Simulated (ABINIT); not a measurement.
Planning a run of ABINIT 10.8.3 on GaN (F-43m). The input:

```
acell 3*1.0 Angstrom
rprim 
  0.000000000000 2.253500607500 2.253500607500
  2.253500607500 0.000000000000 2.253500607500
  2.253500607500 2.253500607500 0.000000000000
ntypat 2
znucl 31 7
natom 2
typat 1 2
xred 
  0.000000000000 0.000000000000 0.000000000000
  0.750000000000 0.750000000000 0.750000000000
pp_dirpath "pseudos"
pseudos "Ga.upf, N.upf"
ecut 45
ngkpt 6 6 6
nshiftk 1
shiftk 0 0 0
kptopt 1
chksymbreak 0
istwfk *1
occopt 1
irdwfk 1
optdriver 3
nband 75
ecuteps 6.6
inclvkb 0
awtr 1
symchi 1
indata_prefix "in"
outdata_prefix "out"
tmpdata_prefix "tmp"
```

```sh
OMP_NUM_THREADS=1 mpirun -n 8 abinit run.abi > log
```

Question: Estimate wall time and host memory on 8 MPI ranks of Intel Xeon Platinum 8259CL at 2.50GHz (Skylake/Cascade Lake), shared host.

It took 54 s; on shared hardware allow 27 s to 1.8 min. Peak host memory was 1.4 GiB.

[Long decimals in the printed logs are rounded to 6 places.]

[Logs are printed without paths, hosts, clocks, repeated set-up lines and the standing remarks that a program may print on its own settings, such as how far it seeks lower states.]

[Paths, hosts, dates, memory and timing lines, banners, echoed tables and standing remarks are left out of the program output; an Ansatz launch command may be rebuilt from the run's recorded settings. Measured values are a selection of at most five: reports struck by readers or far from the other reports are left out. None is set beside runs whose start may be inverted or whose files or cutoffs have a known fault.]

[Runs of the session that timed out or met a known fault of the program may be left out.]

[Hosts, paths, dates, database ids (printed as entryN), source tags and the programs' standing remarks are cut or masked in the printed files.]

[G0W0 gaps are taken among the corrected bands and points alone; a level outside them can change the order at an edge.]

[Where Ansatz stands beside ABINIT at settings called matched, ABINIT's density can come from a denser mesh and the files from another edition; pairs whose starting gaps differed by over 0.03 eV were left out, so agreement reads better than it is.]
